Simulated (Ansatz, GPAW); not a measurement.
# Work function of Ta2NOS MXene under honeycomb BP, AB at several levels, part 3 of 3

Aim: the work function of both faces of Ta2NOS MXene under honeycomb BP, AB, and its spread over functionals and bases.

GPAW 26.7.0 and Ansatz 0.2.0; Ansatz plane waves; layer without images along its normal, relaxation of atoms and in-plane cell, with D3(BJ) dispersion (the session's first sound run).

So far, upper work function (eV): step 3 (the slab's potential, PBE, GPAW) 5.01; step 5 (self-consistent run: xc = "LDA") 5.26; step 6 (OptPBE vdW: xc = "optPBE-vdW", GPAW, PAW setups, GPAW) 5.20; step 7 (real-space grid: mode = "fd", PBE, GPAW) 5.01; step 8 (atomic orbitals: mode = "lcao", PBE, GPAW) 4.98.

## 10. A second plane-wave code

A second program with its own datasets checks the number independently.

This step: Ansatz plane waves; slab in vacuum with a dipole correction (Ansatz 0.2.0).

The input, input.yaml:

```yaml
crystal:
  lattice:
    - [3.1953606426, 0.0, 0.0]
    - [-1.5976803213, 2.7672634908, 0.0]
    - [0.0, 0.0, 40.9658518785]
  atoms:
    - { symbol: S, position: [0.3333333333, 0.6666666667, 0.2023851981] }
    - { symbol: Ta, position: [0.6666666667, 0.3333333333, 0.2419372539], spin: 1.0 }
    - { symbol: "N", position: [0.0, 0.0, 0.2721179496] }
    - { symbol: Ta, position: [0.3333333333, 0.6666666667, 0.2991900985], spin: 1.0 }
    - { symbol: O, position: [0.6666666667, 0.3333333333, 0.324709965] }
    - { symbol: P, position: [0.0, 0.0, 0.4028763644] }
    - { symbol: B, position: [0.6666666667, 0.3333333333, 0.4028394206] }
magnetization:
  spin_polarized: true
kpoints:
  mp_grid: { grid: [12, 12, 1] }
hamiltonian:
  xc: pbe
scf:
  occupations: { method: fermi_dirac, width: 0.05 }
efield:
  axis: 3
  dipole_correction: true
  ramp_width: 0.05
output:
  forces: true
  write_potential: true
  write_density: true
  volumetric_format: npy
  elf: true
```

Started as:

```console
$ ansatz run input.yaml --threads 2 --pin off --max-ram 4096MiB --backend cpu --events-out ev --progress --plain --runs-dir out
```

Numbers of over 12 decimals in the logs are rounded to 6 here.

The log of the run:

```text
[...]
Crystal: 7 atoms, lattice volume = 362.237 Å³
Basis set: ecut = 420 eV, 7169 PW (Γ), exchange–correlation on 48×48×576 points (8 copies of the dense FFT grid, shifted against one another)
Bands: 34, of which v1, the nominal top of the filled ones, is band 26 counted from 1 (25 counted from 0)
Symmetry: 6 space group operations
k-points: 19 of 144 (time reversal used)
[...]
Starting moments: Σ|m| = 2 μB on 2 of 7 sites
[...]
SCF iter   1: F=—  HF=-22638.885779 eV  |F-HF|=—  |Δ(HF+E_count)|=         —  Δρ=3.33e-2 (↑3.33e-2 ↓2.98e-2)  dr2=1.60e1  dr2_m=2.60e-1  M=0.161 μB ∫|m|=0.293 μB  β_m=0.33  ethr=3.10e-3  p=0.000 e·Å  D=1.03e-6 V/Å  ΔV_dip=-0.00 eV  dr2_dipole=4.79e-2  V_vac-E_F(+/−)=6.47/6.47 eV  ⟨swp⟩=12.0  Hψ=8145  notcnv=0  defer=3
[...]
efield: sawtooth ramp at fractional position 0.7776 (placed from the atoms, in the widest stretch of the axis that holds none; the zero of the levels goes with the place), width 0.0500; the density the first Hamiltonian is built on has a dipole p = 0.000 e·Å; the dipole correction subtracts the counter field D = 1.03e-6 V/Å, which shifts the + side's vacuum level by -0.00 eV against the − side's; the planar-averaged density in the ramp window peaks in size at 2.2e-6 e/Å³
[...]
SCF iter   2: F=—  HF=-22635.191485 eV  |F-HF|=—  |Δ(HF+E_count)|=    3.69e0  Δρ=1.69e-2 (↑1.69e-2 ↓1.37e-2)  dr2=3.38e0  dr2_m=1.29e-1  M=0.107 μB ∫|m|=0.217 μB  β_m=0.42  ethr=3.10e-3  p=-0.020 e·Å  D=-1.01e-2 V/Å  ΔV_dip=0.41 eV  dr2_dipole=1.85e-3  V_vac-E_F(+/−)=5.87/5.46 eV  ⟨swp⟩=3.7  Hψ=2791  notcnv=0  defer=68
density mixer auto → msr1: a metal under ldos (density of states about μ 0.47 of a free-electron gas's, 24 screened modes)
SCF iter   3: F=—  HF=-22634.198987 eV  |F-HF|=—  |Δ(HF+E_count)|=   9.92e-1  Δρ=5.75e-3 (↑5.75e-3 ↓4.96e-3)  dr2=1.75e-1  dr2_m=2.41e-2  M=0.048 μB ∫|m|=0.116 μB  β_m=0.50  ethr=3.10e-3  p=0.016 e·Å  D=8.03e-3 V/Å  ΔV_dip=-0.33 eV  dr2_dipole=2.34e-5  V_vac-E_F(+/−)=4.72/5.05 eV  ⟨swp⟩=3.1  Hψ=2679  notcnv=0  defer=70
[...]
SCF iter  13: F=-22634.184918 eV  HF=-22634.184918 eV  |F-HF|=2.98e-10  |Δ(HF+E_count)|=   1.09e-8  Δρ=8.14e-8 (↑6.08e-8 ↓8.14e-8)  dr2=9.24e-11  dr2_m=1.34e-12  M=-0.000 μB ∫|m|=0.000 μB  ethr=4.24e-12  p=0.002 e·Å  D=1.09e-3 V/Å  ΔV_dip=-0.04 eV  dr2_dipole=2.07e-12  V_vac-E_F(+/−)=4.99/5.04 eV  ⟨swp⟩=9.0  Hψ=7364  notcnv=0
SCF 1 converged in 13 iterations: F = -22634.184918 eV  dr2 = 9.24e-11
[...]
WARN: The output density's exchange-correlation potential varies sharply where the density is thin. Do not read a vacuum level from v_tot or v_xc, or from such a field of the output density. On a cell that repeats whose density bears no net charge and no dipole along the vacuum's axis use v_es (v_loc + v_h of the components); under efield.dipole_correction with no amplitude use v_es + v_field, which holds any externa [...]
SCF converged after 13 iterations
Magnetization: -0.0000 μB (25.5000 up, 25.5000 down)
Absolute magnetization: 0.0000 μB (∫|ρ↑−ρ↓|, with the PAW one-centre terms)
[...]
Per-site moments (μB) at R_I (Å): [(2.835822794409769e-7, 1.012833), (-2.899291972656947e-7, 0.916091), (-2.05870821750236e-7, 0.887920), (2.4928983727069793e-7, 0.874694), (1.3017868087667384e-9, 0.874694), (-2.5484479189898813e-7, 0.760998), (3.3853498621438206e-7, 0.760998)]
Free energy (F): -22634.184918 eV
[...]
Internal energy: -22634.174308 eV  (E = F + TS)
E sigma→0 (E₀):  -22634.179613 eV
Entropy (-TS):   -0.010609 eV (-1.516 meV/atom)
Fermi energy:    -0.400753 eV
Dipole field:    D = 0.001092 V/Å  (p = 0.002186 e·Å, saw-weighted, corrected)
Work function:   Φ+ = 4.9937 eV   Φ− = 5.0384 eV
Levels:          The Fermi level and band energies are counted from a zero that moves with the ramp; work functions are not
[...]
--- Forces (eV/Å), atoms counted from 1 ---
  atom   1  S     -0.00000000     0.00000000    -0.13839571
  atom   2  Ta     0.00000000    -0.00000000    -0.06787729
  atom   3  N      0.00000000    -0.00000000     0.01247882
  atom   4  Ta     0.00000000    -0.00000000     0.01826493
  atom   5  O      0.00000000    -0.00000000     0.01765056
  atom   6  P     -0.00000000    -0.00000000     0.10684448
  atom   7  B      0.00000000    -0.00000000     0.05103199
  max |Σ_I F_I| component: 2.22e-6 eV/Å
--- Band table (eV; the first three rows and the last of 38) ---
  k-point 0 ↑: bands = [... 22 lower, -2.1125, -2.1125, -1.6133, -1.6133, -1.0600, 0.5015, 0.9739, 0.9739, ... 4 higher]
  k-point 1 ↑: bands = [... 22 lower, -2.4231, -2.3927, -1.6169, -1.1911, -0.8014, 0.5870, 1.0620, 1.1288, ... 4 higher]
  k-point 2 ↑: bands = [... 22 lower, -2.8739, -2.6745, -2.0574, -0.6539, -0.3260, 0.7368, 1.4260, 1.5337, ... 4 higher]
  k-point 18 ↓: bands = [... 22 lower, -4.3188, -0.8909, -0.5495, -0.1583, 0.0089, 0.4789, 1.7729, 2.1523, ... 4 higher]
```

It took 26 s on 2 threads of Intel Xeon 6975P-C (Granite Rapids), shared host; peak memory 0.89 GiB; 51 s of CPU time.

This step gave:

- free energy: -22634.1849 eV
- upper work function: 4.994 eV
- lower work function: 5.038 eV
- dipole along the normal: 0.002186 e·Å
- dipole field: 0.001092 V/Å
- vacuum level above: 4.593 eV
- vacuum level below: 4.638 eV

Electrostatic potential energy of an electron (with the applied field's), less the Fermi level, planar mean against z:

| z (Å) | electrostatic potential energy of an electron (with the applied field's), less the Fermi level, planar mean (eV) |
| --- | --- |
| 0 | 5.04 |
| 2 | 5.04 |
| 4 | 5.04 |
| 6 | 5.00 |
| 8 | -6.70 |
| 10 | -18.5 |
| 12 | -17.4 |
| 14 | 2.69 |
| 16 | -9.73 |
| 18 | 4.15 |
| 20 | 4.99 |
| 22 | 4.99 |
| 24 | 4.99 |
| 26 | 4.99 |
| 28 | 4.99 |
| 30 | 4.99 |
| 32 | 5.00 |
| 34 | 5.04 |
| 36 | 5.04 |
| 38 | 5.04 |
| 40 | 5.04 |

Valence density, planar mean against z:

| z (Å) | density (e/Å³) | rho spin (e/Å³) |
| --- | --- | --- |
| 4 | 7.1e-6 | -5.6e-12 |
| 5 | 8.3e-5 | -5.6e-11 |
| 6 | 0.00192 | -1.1e-9 |
| 7 | 0.0481 | 2.1e-9 |
| 8 | 0.403 | 6.7e-8 |
| 9 | 0.479 | -3.8e-8 |
| 10 | 1.07 | -1.1e-7 |
| 11 | 0.738 | -5.8e-8 |
| 12 | 1.05 | 7.7e-8 |
| 13 | 0.874 | 2.1e-8 |
| 14 | 0.166 | -1.8e-8 |
| 15 | 0.0445 | -5.7e-9 |
| 16 | 0.419 | 1.0e-8 |
| 17 | 0.422 | -1.3e-8 |
| 18 | 0.0418 | -4.2e-9 |
| 19 | 0.00210 | -4.0e-10 |
| 20 | 9.9e-5 | -1.1e-10 |
| 21 | 3.8e-6 | 9.1e-12 |

Force by atom:

| atom | x (eV/Å) | y (eV/Å) | z (eV/Å) | size |
| --- | --- | --- | --- | --- |
| S1 | 0.000 | 0.000 | -0.138 | 0.138 |
| Ta2 | 0.000 | 0.000 | -0.068 | 0.068 |
| N3 | 0.000 | 0.000 | 0.012 | 0.012 |
| Ta4 | 0.000 | 0.000 | 0.018 | 0.018 |
| O5 | 0.000 | 0.000 | 0.018 | 0.018 |
| P6 | 0.000 | 0.000 | 0.107 | 0.107 |
| B7 | 0.000 | 0.000 | 0.051 | 0.051 |

Electrostatic potential energy in the ca plane at fractional y = 0.333, with atoms of Ta and O and B within 0.2 Å of it. With pseudopotentials it is smooth inside the atoms' cores, unlike the true potential.

Ten even steps from '0' (-54 eV) to '9' (5 eV), each cell a mean:
```
99999999999875335788888789999998778999999999
99999999999851002688887225999986115899999999
99999999999840001588985103899984003899999999
99999999999862002688887336999996226899999999
99999999999876446888778889999998778999999999
99999999988888888887666899999998888999999999
99999999987888888887556789999998778999999999
99999999988888778887667899999998888999999999
```
Columns run along c (16.0 Å, from fractional 0.12 to 0.51 of the cell; values clipped at the 3rd and 97th percentile), rows up along a (3.2 Å). Atoms in or near the plane, at fractional coordinates: Ta at (0.24, 0.67), O at (0.32, 0.67), B at (0.40, 0.67).

ELF in the ca plane at fractional y = 0.333, with atoms of Ta and O and B within 0.2 Å of it. It is the smooth field of the valence electrons, not physical close to the nuclei.

Ten even steps from '0' (0.00) to '9' (0.83), each cell a mean:
```
00000000000002456534663233114798510368999752
00000000000000012237667322138889820256445642
00000000000000001147228422158659930243002542
00000000000000123237777322138999820256556642
00000000000013467633552233113687500368999752
00000000000136889863213553222122100367888652
00000000000247999975324663243100000366666642
00000000000136789863212553221233100368888752
```
Columns run along c (16.0 Å, from fractional 0.06 to 0.45 of the cell), rows up along a (3.2 Å). Atoms in or near the plane, at fractional coordinates: Ta at (0.24, 0.67), O at (0.32, 0.67), B at (0.40, 0.67).

Valence density in the ca plane at fractional y = 0.333, with atoms of Ta and O and B within 0.2 Å of it. It is the smooth field of the valence electrons, not physical close to the nuclei.

Values in e/Å³, 5 rows by 16 columns, each cell a mean:
```
0.4 2.4 0.8 0.3 1.1 1.0 0.1 0.4 0.6 0.1 0.0 0.0 0.0 0.0 0.0 0.0
0.7 4.1 1.6 0.2 3.0 3.2 0.1 0.4 0.5 0.1 0.0 0.0 0.0 0.0 0.0 0.0
0.5 2.5 0.8 0.3 1.1 1.0 0.1 0.4 0.6 0.1 0.0 0.0 0.0 0.0 0.0 0.0
0.5 0.3 0.4 0.6 0.4 0.1 0.0 0.3 0.4 0.1 0.0 0.0 0.0 0.0 0.0 0.0
0.5 0.3 0.4 0.6 0.4 0.1 0.0 0.3 0.4 0.1 0.0 0.0 0.0 0.0 0.0 0.0
```
Columns run along c (16.0 Å, from fractional 0.21 to 0.60 of the cell), rows up along a (3.2 Å). Atoms in or near the plane, at fractional coordinates: Ta at (0.24, 0.67), O at (0.32, 0.67), B at (0.40, 0.67).

The upper face's work function is 4.994 eV, against 5.010 eV in the first plane-wave PBE run at this geometry.

## 11. Side by side

Results and costs are gathered.

This step: comparison of work functions, dipole and cost (GPAW 26.7.0).

Ladder, by row:

| step | code | work function, upper (eV) | work function, lower (eV) | dipole (e Å) | wall time (s) | peak memory (GiB) | threads |
| --- | --- | --- | --- | --- | --- | --- | --- |
| pw | GPAW | 5.01 | 5.053 | 0.002257 | 234.1 | 0.43 | 2 |
| RPBE | GPAW | 4.903 | 4.953 | 0.002614 | 224.5 | 0.43 | 2 |
| LDA | GPAW | 5.264 | 5.316 | 0.002717 | 216.5 | 0.41 | 2 |
| optPBE-vdW | GPAW | 5.203 | 5.297 | 0.004784 | 256.3 | 0.64 | 2 |
| fd | GPAW | 5.012 | 5.053 | 0.002013 | 639.2 | 1.22 | 2 |
| lcao | GPAW | 4.98 | 5.075 | 0.004643 | 801.5 | 0.46 | 2 |
| ansatz | Ansatz | 4.994 | 5.038 | 0.002186 | 25.67 | 0.892 | 2 |

## 12. Results

| Property | Result |
| --- | --- |
| work function, upper and lower face | 5.010 and 5.053 eV |
| dipole along the normal | 0.00226 e Å |

What this shows: With plane waves and PBE the work function is 5.01 eV on the upper face and 5.05 eV on the lower. Over the sound runs of the table the upper face's work function spans 4.903 (RPBE) to 5.264 eV (LDA). The two plane-wave codes differ by 0.017 eV on the upper face. The layers' spacing was relaxed with a D3(BJ) dispersion term, which the later single points do not need. The two layers were forced onto one 1×1 cell, so each is strained from its own lattice constant, in some pairs by much; the numbers describe this forced stack. The small printed dipole stands for a step of -46 meV from the lower to the upper face, and the probes find -42 meV; values this small are near the numerical noise of both. One magnetic start was tried; another order may lie lower. The layer's cell and atoms come from the relaxation; spin-orbit coupling and temperature are left out.

[Logs are printed without paths, hosts, clocks, repeated set-up lines and the standing remarks that a program may print on its own settings, such as how far it seeks lower states.]

[Hosts, paths, dates, database ids (printed as entryN), source tags and the programs' standing remarks are cut or masked in the printed files.]
